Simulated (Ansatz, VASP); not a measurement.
# Cross-check of PtSe2 between VASP and Ansatz

Aim: how closely do two programs agree when they are given the same cell, functional and k mesh? The structure shown is the start of the Ansatz relaxation below; VASP solves that cell, so the two are compared at the walk's first step.

Calculated with Ansatz 0.2.0; plane waves, with VASP 6.6.1 beside it; single point at PBE with D3(BJ).

### 1. The starting structure

The cell holds 3 atoms: 2 Se and 1 Pt. Its edges and angles: a = 3.724 Å, b = 3.724 Å, c = 32.300 Å, α = 90.0°, β = 90.0°, γ = 120.0°. It derives from PtSe2. Vacuum lies along c.

### 2. Ansatz: relaxation, PBE with D3(BJ)

Ansatz runs on its default PAW (the set named soft_2) files.

The two programs are compared at the cell with which this relaxation starts, whose forces are those of its first step.

Input file input.yaml:

```yaml
crystal:
  lattice:
    - [3.724, 0.0, 0.0]
    - [-1.862, 3.2250786037, 0.0]
    - [0.0, 0.0, 32.3]
  atoms:
    - { symbol: Se, position: [0.66666667, 0.33333333, 0.460820429] }
    - { symbol: Pt, position: [0.0, 0.0, 0.5] }
    - { symbol: Se, position: [0.33333333, 0.66666667, 0.539179571] }
  periodic: [true, true, false]
kpoints:
  mp_grid: { grid: [6, 6, 1] }
hamiltonian:
  xc: pbe
  dispersion: d3bj
scf:
  occupations: { method: fermi_dirac, width: 0.02 }
relax:
  f_tol: 0.01
  max_steps: 100
  cell: {}
```

Started as:

```sh
> ansatz run input.yaml --threads 3 --pin off --max-ram 92160MiB --backend cuda --events-out ev --progress --plain --runs-dir out --devices 1 --max-vram 13GiB
```

Numbers of over 12 decimals in the logs are rounded to 6 here.

Log:

```text
GPUs: using 1 of 1 available (devices: 1).
Engine: ansatz 0.2.0, x86_64-unknown-linux-gnu
Pseudopotentials: kind: paw
Pseudopotential: Se, paw, valence charge 16, recommended cutoff 420 eV (normal), Se.paw.azcp
Pseudopotential: Pt, paw, valence charge 18, recommended cutoff 420 eV (normal), Pt.paw.azcp
Functional definition: PBE
  parameter kappa = 0.804
  parameter beta = 0.066725
  exchange = pbe_x(kappa = kappa, mu = beta*pi^2/3)
  correlation = pbe_c(beta = beta)
device memory: the entry about to start is reckoned to put 3.4 GiB on a device that reports 49.4 GiB free (of which the cap on the GPU budget leaves the run 13.0 GiB)
GPU FFT provider: cuFFT
GPU libraries: cuBLAS 13.8.2, cuFFT 12.4.0, cuSOLVER 12.3.4
Crystal: 3 atoms, lattice volume = 387.929 Å³
Basis set: ecut = 420 eV, 7667 PW (Γ), exchange–correlation on 50×50×432 points (8 copies of the dense FFT grid, shifted against one another)
Bands: 30, of which v1, the nominal top of the filled ones, is band 25 counted from 1 (24 counted from 0)
Symmetry: 12 space group operations
Space group: P-3m1 (ITA 164), of the structure as read, at distance tolerance 7.3e-5 Å
k-points: 7 of 36
Non-local potential: Se, projectors of the file, l = 0: 2, l = 1: 2, l = 2: 3, l = 3: 1
Non-local potential: Pt, projectors of the file, l = 0: 3, l = 1: 2, l = 2: 2, l = 3: 1
PAW form: soft (Blöchl's): semilocal exchange-correlation on the pseudo side does not see the compensation charge
PAW one-centre angular grid: Se, 590 points (default); XC on 64 Gauss nodes
PAW one-centre angular grid: Pt, 590 points (default); XC on 64 Gauss nodes
Initial density: superposition of atomic densities (neutral atoms: chi_scale 0, normalization atom), corrected by the library's trained network
Initial wavefunctions: pseudopotential atomic-orbital guess
GPU buffer pool allocated for 135000 grid points (all kernels)
GPU transforms: local potential and band sums: pruned to the plane-wave sphere, on 25×25×216
Functional: x = pbe(κ = 0.804, μ = 0.219515), c = pbe(β = 0.066725)
SCF iter   1: F=—  HF=-23463.223010 eV  |F-HF|=—  |Δ(HF+E_count)|=         —  Δρ=1.37e-3  dr2=7.09e-3  ethr=1.77e-3  ⟨swp⟩=13.3  Hψ=1335  notcnv=0
preconditioner: auto → Resta (q_TF=auto, 1.939 Å⁻¹)  ε∞=1.9  [insulator: Δε(μ)=1.734 eV  Ē_g=9.524 eV  σ=0.020 eV  W_gap=1.00  n_scr=18 (ndim 8)  ℏωp=8.8 eV  f_vac=0.807  D(μ)=0.00/eV (n_scr^D=0)  ε∞_Penn≈1.9  vacuum switching on, ρ_ref=6.6e-3 e/Å³]
SCF iter   2: F=—  HF=-23463.215924 eV  |F-HF|=—  |Δ(HF+E_count)|=   7.09e-3  Δρ=8.22e-4  dr2=4.17e-3  ethr=1.42e-5  ⟨swp⟩=4.3  Hψ=643  notcnv=0  defer=7
SCF iter   3: F=—  HF=-23463.215481 eV  |F-HF|=—  |Δ(HF+E_count)|=   4.43e-4  Δρ=4.07e-4  dr2=5.58e-4  ethr=8.34e-6  ⟨swp⟩=3.0  Hψ=347  notcnv=0  defer=7
SCF iter   4: F=—  HF=-23463.215583 eV  |F-HF|=—  |Δ(HF+E_count)|=   1.02e-4  Δρ=1.26e-4  dr2=3.99e-5  ethr=1.12e-6  ⟨swp⟩=2.9  Hψ=344  notcnv=0  defer=7
SCF iter   5: F=—  HF=-23463.215810 eV  |F-HF|=—  |Δ(HF+E_count)|=   2.27e-4  Δρ=3.65e-5  dr2=4.09e-6  ethr=7.98e-8  ⟨swp⟩=3.6  Hψ=376  notcnv=0  defer=7
SCF iter   6: F=—  HF=-23463.215815 eV  |F-HF|=—  |Δ(HF+E_count)|=   4.32e-6  Δρ=7.88e-6  dr2=5.45e-7  ethr=8.19e-9  ⟨swp⟩=3.0  Hψ=423  notcnv=0  defer=7
SCF iter   7: F=-23463.215815 eV  HF=-23463.215815 eV  |F-HF|=1.89e-8  |Δ(HF+E_count)|=   1.72e-8  Δρ=2.96e-6  dr2=7.05e-8  ethr=2.00e-10  ⟨swp⟩=7.3  Hψ=916  notcnv=0
SCF 1 converged in 7 iterations: F = -23463.215815 eV  dr2 = 7.05e-8
  greatest PAW one-centre occupation: 1.000 electrons in one spin orbital (limit 2), on the Pt atom at site 1 (counted from 0), in its partial waves of l = 0
relax step   1: F+E_penalty+E_count = -23463.21581453 eV  Δ(F+E_penalty+E_count) = +0.000e0 eV  max|allowed force component| = 5.839e-1 eV/Å  Δτ_max = 0.0000 Å  P = +1.299 N/m  Ω = 387.929 Å³  fix = [c, alpha, beta]  reactions: c +0.000 N/m  (7 SCF iters, dr2 threshold 1.00e-7 eV, accepted)
[...]
relax step   3: F+E_penalty+E_count = -23463.24497350 eV  Δ(F+E_penalty+E_count) = -2.732e-2 eV  max|allowed force component| = 2.080e-2 eV/Å  Δτ_max = 0.0527 Å  P = -0.104 N/m  Ω = 385.183 Å³  energy of the carried Pulay correction = +9.029e-5 eV  fix = [c, alpha, beta]  reactions: c -0.000 N/m  (7 SCF iters, dr2 threshold 3.00e-7 eV, accepted)
[...]
relax step   4: F+E_penalty+E_count = -23463.24503296 eV  Δ(F+E_penalty+E_count) = -5.946e-5 eV  max|allowed force component| = 1.393e-4 eV/Å  Δτ_max = 0.0012 Å  P = -0.018 N/m  Ω = 384.950 Å³  energy of the carried Pulay correction = +9.797e-5 eV  fix = [c, alpha, beta]  reactions: c -0.000 N/m  (5 SCF iters, dr2 threshold 2.70e-8 eV, accepted)
[...]
relax step   5: F+E_penalty+E_count = -23463.24492314 eV  Δ(F+E_penalty+E_count) = +1.098e-4 eV  max|allowed force component| = 1.643e-4 eV/Å  Δτ_max = 0.0000 Å  P = -0.018 N/m  Ω = 384.950 Å³  fix = [c, alpha, beta]  reactions: c -0.000 N/m  stress off target by 1.77e-2 N/m on what of the cell is left free  SCF on the basis re-selected at this cell (its energy is not comparable with the rows above)  (6 SCF iters)
basis re-selected at this cell: Δ(F+E_penalty+E_count) = +1.098e-4 eV, ΔP = -0.000 N/m vs the last step (what re-selecting the basis moved, of the pressure what is left beyond the Pulay correction that the steps carried, after the strain that the cell walked since its last selection, with what the two solves' SCF thresholds leave and, on support functions, any second-order correction that the steps lacked; it is no m [...]
SCF converged after 6 iterations
Free energy (F): -23463.244923 eV
Harris-Foulkes:  -23463.244923 eV  (|F-HF|=8.73e-11)
Internal energy: -23463.244923 eV  (E = F + TS)
E sigma→0 (E₀):  -23463.244923 eV
Fermi energy:    -4.858166 eV
--- Per-component energies (eV) ---
  E_band       = -1847.296812
  E_kinetic    = 873.332508
  E_local      = -134644.742386  (includes V_loc(G=0)·N_el)
  E_nonlocal   = -990.971071
  E_hartree    = 66633.331536
  E_xc         = -469.801897
  E_vxc        = -498.640948  (∫ρ·V_xc dr)
  E_paw        = -13277.684484  (= ΣΔE_a)
  E_vpaw       = 147.063066  (= ΣTr[D̂ρ^β])
  E_aug_tail   = -0.000982  (compensation charges beyond the density's cutoff)
  E_ewald      = 58414.186513
  E_disp       = -0.894659  (pairwise vdW)
  E_smearing   = -0.000000  (= −TS)
  E_closure    = -0.000000  (closes the sum)
  Σ components = -23463.244923   (vs F -23463.244923, Δ=0.00e0)
--- Forces (eV/Å), atoms counted from 1 ---
  atom   1  Se     0.00000000     0.00000000    -0.00016428
  atom   2  Pt     0.00000000     0.00000000     0.00000000
  atom   3  Se    -0.00000000    -0.00000000     0.00016428
  max |Σ_I F_I| component: 2.31e-18 eV/Å
--- 2D stress c σ (N/m, compression-positive) ---
       -0.017690      -0.000000      -0.000000
       -0.000000      -0.017690       0.000000
       -0.000000       0.000000      -0.000000
  P = ½ c Tr σ = -0.0177 N/m
--- Band table (eV; the first three rows and the last of 7) ---
  k-point 0: bands = [... 21 lower, -6.9596, -6.3265, -5.6690, -5.6690, -2.7000, -2.7000, -1.1530 (-1.1530°), -0.4512, ... 1 higher]
  k-point 1: bands = [... 21 lower, -7.6513, -5.9422, -5.8657, -5.7363, -4.0280, -3.0202, -0.3519 (-0.3521°), -0.0427, ... 1 higher]
  k-point 2: bands = [... 21 lower, -7.9807, -7.0673, -6.5021, -6.2755, -3.8722, -3.0718, -0.6852, 0.8231, ... 1 higher]
  k-point 6: bands = [... 21 lower, -8.1990, -7.9653, -6.6467, -6.6467, -3.8840, -3.8840, 0.3919, 2.4552, ... 1 higher]
  ° read free of the cell's end (the report's vacuum.weakly_bound_levels)
--- Relaxed structure (4 steps of the walk, 4 accepted, 1 SCFs on fresh bases) ---
  F+E_penalty+E_count = -23463.24492314 eV   max|allowed force component| = 1.643e-4 eV/Å   (the final SCF, on the basis selected at the relaxed cell)
  cell:  # Å, volume = 384.9501 Å³
    - [3.709673, 0.0, 0]
    - [-1.854837, 3.212671, 0]
    - [0, 0, 32.3]
  atoms:
    - { symbol: Se, position: [0.666667, 0.333333, 0.459068] }
    - { symbol: Pt, position: [0, 0, 0.5] }
    - { symbol: Se, position: [0.333333, 0.666667, 0.540932] }
```

### 3. VASP: single point, PBE with D3(BJ), start cell, pair 1

The same cell, functional, mesh and smearing now go to VASP, with its own data sets.

Lines of VASP's logs that name or quote its potential files are left out, and so is its time.

Input file INCAR:

```
SYSTEM = PtSe2
PREC = Accurate
ENCUT = 400
EDIFF = 1E-06
NELM = 120
ISMEAR = -1
SIGMA = 0.02
LREAL = .FALSE.
ALGO = Normal
GGA = PE
IVDW = 12
NBANDS = 17
LASPH = .TRUE.
LORBIT = 11
LWAVE = .FALSE.
LCHARG = .FALSE.
ISIF = 2
LDIPOL = .TRUE.
IDIPOL = 3
DIPOL = 0.5 0.5 0.5
LVHAR = .TRUE.
GGA_COMPAT = .FALSE.
EFERMI = MIDGAP
NELMDL = -8
KPAR = 2
```

Input file POSCAR:

```
PtSe2
1.0
    3.7240000000      0.0000000000      0.0000000000
   -1.8620000000      3.2250790000      0.0000000000
    0.0000000000      0.0000000000     32.3000000000
Se Pt
2 1
Direct
    0.6666666667      0.3333333333      0.4608204334
    0.3333333333      0.6666666667      0.5391795666
    0.0000000000      0.0000000000      0.5000000000
```

Input file KPOINTS:

```
Automatic mesh
0
Gamma
6 6 1
0 0 0
```

Potentials, in the order of the species: Se and Pt (PBE family, release 64).

Started as:

```sh
> mpirun -np 2 vasp_std
```

Log:

```text
[banner, memory and clock lines left out]
running    2 mpi-ranks, on    1 nodes
 distrk:  each k-point on    1 cores,    2 groups
 distr:  one band on    1 cores,    1 groups

 POSCAR found type information on POSCAR SePt
 POSCAR found :  2 types and       3 ions
 LDA part: xc-table for (Slater+PW92), standard interpolation
 POSCAR, INCAR and KPOINTS ok, starting setup
 FFT: planning ... GRIDC
 FFT: planning ... GRID_SOFT
 FFT: planning ... GRID
 WAVECAR not read
 entering main loop
       N       E                     dE             d eps       ncg     rms          rms(c)
DAV:   1     0.168495723108E+03    0.16850E+03   -0.58523E+03   238   0.725E+02
DAV:   2     0.507530428665E+01   -0.16342E+03   -0.15331E+03   415   0.143E+02
DAV:   3    -0.148372646619E+02   -0.19913E+02   -0.19811E+02   304   0.676E+01
DAV:   4    -0.151101427671E+02   -0.27288E+00   -0.27253E+00   314   0.972E+00
DAV:   5    -0.151161190685E+02   -0.59763E-02   -0.59752E-02   340   0.125E+00
DAV:   6    -0.151162336725E+02   -0.11460E-03   -0.11460E-03   330   0.170E-01
DAV:   7    -0.151162399778E+02   -0.63053E-05   -0.63054E-05   346   0.322E-02
DAV:   8    -0.151162400134E+02   -0.35591E-07   -0.35428E-07   283   0.210E-03    0.129E+01
DAV:   9    -0.144471421359E+02    0.66910E+00   -0.48401E+00   277   0.196E+01    0.707E+00
DAV:  10    -0.143193630868E+02    0.12778E+00   -0.14406E+00   269   0.113E+01    0.324E+00
DAV:  11    -0.142587515216E+02    0.60612E-01   -0.12458E-01   311   0.349E+00    0.685E-01
DAV:  12    -0.142563157613E+02    0.24358E-02   -0.27645E-02   303   0.130E+00    0.203E-01
DAV:  13    -0.142564240318E+02   -0.10827E-03   -0.11420E-03   306   0.221E-01    0.215E-01
DAV:  14    -0.142563958451E+02    0.28187E-04   -0.12734E-04   321   0.946E-02    0.213E-01
[...]
DAV:  21    -0.142566048774E+02    0.67271E-05   -0.24730E-05   272   0.296E-02    0.948E-02
DAV:  22    -0.142565991452E+02    0.57322E-05   -0.24367E-05   313   0.240E-02    0.527E-02
DAV:  23    -0.142566261741E+02   -0.27029E-04   -0.59361E-05   277   0.389E-02    0.156E-02
DAV:  24    -0.142566391796E+02   -0.13006E-04   -0.10013E-06   266   0.522E-03    0.138E-02
DAV:  25    -0.142566552972E+02   -0.16118E-04   -0.72036E-06   270   0.119E-02    0.643E-03
DAV:  26    -0.142566597203E+02   -0.44231E-05   -0.15515E-07   257   0.214E-03    0.441E-03
DAV:  27    -0.142566639952E+02   -0.42749E-05   -0.10712E-06   238   0.514E-03    0.381E-03
DAV:  28    -0.142566645174E+02   -0.52215E-06   -0.13411E-07   258   0.198E-03
   1 F= -.15152530E+02 E0= -.15152530E+02  d E =-.875743E-19
```

OUTCAR, selected parts (step 3):

```text
ion  position               nearest neighbor table
   1  0.667  0.333  0.461-   3 2.49   3 2.49   3 2.49
   2  0.333  0.667  0.539-   3 2.49   3 2.49   3 2.49
   3  0.000  0.000  0.500-   1 2.49   2 2.49   1 2.49   2 2.49   1 2.49   2 2.49

  LATTYP: Found a hexagonal cell.
 ALAT       =     3.7240000000
 C/A-ratio  =     8.6734693878

 Subroutine GETGRP returns: Found 12 space group operations
 (whereof 12 operations were pure point group operations)

The static configuration has the point symmetry D_3d.

 Found      7 irreducible k-points:

   k-points           NKPTS =      7   k-points in BZ     NKDIM =      7   number of bands    NBANDS=     17

   dimension x,y,z NGX =    24 NGY =   24 NGZ =  216
   dimension x,y,z NGXF=    48 NGYF=   48 NGZF=  432

   ENCUT  =  400.0 eV  29.40 Ry    5.42 a.u.   6.07  6.07 52.67*2*pi/ulx,y,z

   NELECT =      22.0000    total number of electrons

 k-points in reciprocal lattice and weights: Automatic mesh
   0.00000000  0.00000000  0.00000000       0.028
   0.16666667  0.00000000  0.00000000       0.167
   0.33333333  0.00000000  0.00000000       0.167
   0.50000000  0.00000000  0.00000000       0.083
   0.16666667  0.16666667  0.00000000       0.167
   0.33333333  0.16666667  0.00000000       0.333
   0.33333333  0.33333333  0.00000000       0.056

 dipolmoment           0.000000      0.000000     -0.000000 electrons x Angstroem

 average (electrostatic) potential at core
       1 -62.0544       2 -62.0544       3 -78.1600

 E-fermi :  -3.1021

 k-point     1 :       0.0000    0.0000    0.0000
  band No.  band energies     occupation
    ...
      7      -6.9368      2.00000
      8      -5.1275      2.00000
      9      -4.5354      2.00000
     10      -4.0325      2.00000
     11      -4.0325      2.00000
     12      -0.8724      0.00000
     13      -0.8724      0.00000
     14       0.6348      0.00000
     15       1.2077      0.00000
     16       1.6354      0.00000
    ...

 k-point     2 :       0.1667    0.0000    0.0000
  band No.  band energies     occupation
    ...
      7      -7.1168      2.00000
      8      -5.9197      2.00000
      9      -4.1872      2.00000
     10      -4.1173      2.00000
     11      -4.0839      2.00000
     12      -2.2496      0.00000
     13      -1.2086      0.00000
     14       1.4127      0.00000
     15       1.6689      0.00000
     16       2.1488      0.00000
    ...

 k-point     3 :       0.3333    0.0000    0.0000
  band No.  band energies     occupation
    ...
      7      -7.0810      2.00000
      8      -6.2987      2.00000
      9      -5.3486      2.00000
     10      -4.9398      2.00000
     11      -4.4777      2.00000
     12      -2.1290      0.00000
     13      -1.2383      0.00000
     14       1.0647      0.00000
     15       2.6034      0.00000
     16       2.7840      0.00000
    ...

 Edisp (eV)   -0.89587

  Total       0.94865     0.94865     1.45252     0.00000     0.00000     0.00000
  in kB       3.91801     3.91801     5.99900     0.00000     0.00000     0.00000
  external pressure =        4.61 kB  Pullay stress =        0.00 kB

  energy-cutoff  :      400.00
  volume of cell :      387.93
      direct lattice vectors                 reciprocal lattice vectors
     3.724000000  0.000000000  0.000000000     0.268528464  0.155034962  0.000000000
    -1.862000000  3.225079000  0.000000000     0.000000000  0.310069924  0.000000000
     0.000000000  0.000000000 32.300000000     0.000000000  0.000000000  0.030959752

 POSITION                                       TOTAL-FORCE (eV/Angst)
 -----------------------------------------------------------------------------------
      1.86200      1.07503     14.88450        -0.000000     -0.000000     -0.584441
     -0.00000      2.15005     17.41550         0.000000      0.000000      0.584441
      0.00000      0.00000     16.15000        -0.000000      0.000000      0.000000
 -----------------------------------------------------------------------------------
    total drift:                               -0.000000     -0.000000      0.000000

  FREE ENERGIE OF THE ION-ELECTRON SYSTEM (eV)
  ---------------------------------------------------
  free  energy   TOTEN  =       -15.1525303345 eV

  energy  without entropy=      -15.1525303345  energy(sigma->0) =      -15.15253033

 vacuum level on the upper side and lower side of the slab         1.751         1.751

 total charge
# of ion       s       p       d       tot
------------------------------------------
    1        1.476   2.264   0.062   3.802
    2        1.476   2.264   0.062   3.802
    3        0.691   0.734   8.017   9.442
--------------------------------------------------
tot          3.643   5.263   8.140  17.046

[... 3 further parts left out ...]
```

### 4. Side by side

Known differences besides the potentials themselves: Ansatz cuts the interaction across the vacuum, VASP repeats the sheet with a dipole correction; the data sets hold 50 valence electrons in Ansatz (on its default PAW (the set named soft_2) files) and 22 in VASP; the cutoff is 420 eV in Ansatz and 400 eV in VASP. Total energies have different zeros and are not compared.

Forces (eV/Å; atoms numbered as in POSCAR):

```
atom        Ansatz x, y, z          VASP x, y, z
 Se1  0.000, 0.000, -0.584  0.000, 0.000, -0.584
 Se2   0.000, 0.000, 0.584   0.000, 0.000, 0.584
 Pt3   0.000, 0.000, 0.000   0.000, 0.000, 0.000
```

The forces differ by 0.2 meV/Å r.m.s., which is 0.1 % of the r.m.s. force of 0.276 eV/Å (both taken over all components). With vacuum in the cell, a pressure given here is an average over mostly empty space and none of the material.

### 5. Ansatz: relaxation, PBE with D3(BJ)

The two programs are compared at the cell with which this relaxation starts, whose forces are those of its first step. This pair takes another cell of the material, with 6 atoms against 3 for the pair before.

The structure compared here is the start of the Ansatz relaxation; VASP solves that cell, so the two are compared at the walk's first step.

input.yaml, the sections that differ from step 2:

```yaml
crystal:
  lattice:
    - [3.724, 0.0, 0.0]
    - [-1.862, 3.2250786037, 0.0]
    - [0.0, 0.0, 42.4]
  atoms:
    - { symbol: Se, position: [0.66666667, 0.33333333, 0.410459902] }
    - { symbol: Pt, position: [0.0, 0.0, 0.4403066073] }
    - { symbol: Se, position: [0.33333333, 0.66666667, 0.4701533036] }
    - { symbol: Se, position: [0.66666667, 0.33333333, 0.5298466964] }
    - { symbol: Pt, position: [0.0, 0.0, 0.5596933927] }
    - { symbol: Se, position: [0.33333333, 0.66666667, 0.589540098] }
  periodic: [true, true, false]
# kpoints, hamiltonian, scf, relax: as in step 2
```

Started as:

```sh
> ansatz run input.yaml --threads 3 --pin off --max-ram 92160MiB --backend cuda --events-out ev --progress --plain --runs-dir out --devices 1 --max-vram 13GiB
```

Log:

```text
GPUs: using 1 of 1 available (devices: 1).
[...]
GPU FFT provider: cuFFT
GPU libraries: cuBLAS 13.8.2, cuFFT 12.4.0, cuSOLVER 12.3.4
Crystal: 6 atoms, lattice volume = 509.232 Å³
Basis set: ecut = 420 eV, 9993 PW (Γ), exchange–correlation on 50×50×576 points (8 copies of the dense FFT grid, shifted against one another)
[...]
cell:  # Å, volume = 512.8037 Å³
    - [3.737036, 0.0, 0]
    - [-1.868518, 3.236368, 0]
    - [0, 0, 42.4]
  atoms:
    - { symbol: Se, position: [0.666667, 0.333333, 0.411445] }
    - { symbol: Pt, position: [3.3626151068492695e-18, 0, 0.442610] }
    - { symbol: Se, position: [0.333333, 0.666667, 0.472935] }
    - { symbol: Se, position: [0.666667, 0.333333, 0.527065] }
    - { symbol: Pt, position: [-3.3626151068492688e-18, 0, 0.557390] }
    - { symbol: Se, position: [0.333333, 0.666667, 0.588555] }
[key lines of the parts left out:]
SCF converged after 9 iterations
Free energy (F): -46926.955155 eV
Fermi energy:    -4.721279 eV
P = ½ c Tr σ = 0.0114 N/m
```

(Continued in part 2 of 2.)

[Lines on the potential files, build, host, timing and source positions are cut from VASP's logs without a mark.]

[Logs are printed without paths, hosts, clocks, repeated set-up lines and the standing remarks that a program may print on its own settings, such as how far it seeks lower states.]

[Hosts, paths, dates, database ids (printed as entryN), source tags and the programs' standing remarks are cut or masked in the printed files.]
